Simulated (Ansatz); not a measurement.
NaBr:
```
CELL_PARAMETERS angstrom
      0.00000     2.99500     2.99500
      2.99500     0.00000     2.99500
      2.99500     2.99500     0.00000
ATOMIC_POSITIONS crystal
  Na 0.00000 0.00000 0.00000
  Br 0.50000 0.50000 0.50000
```

Relaxed with HSE06.

### Question
Give the Bader charges and basin volumes of the independent atoms, plane-wave PAW HSE06 (Ansatz code).

### Answer


| atom | Bader charge (e) | Bader volume (Å³) |
|---|---|---|
| Na1 | +0.88 | 9.8 |
| Br2 | -0.88 | 43.9 |

Space group Fm-3m (rock salt). The cell was relaxed with HSE06 under the symmetry of its start.

Potentials: the later of the program's two PAW sets.
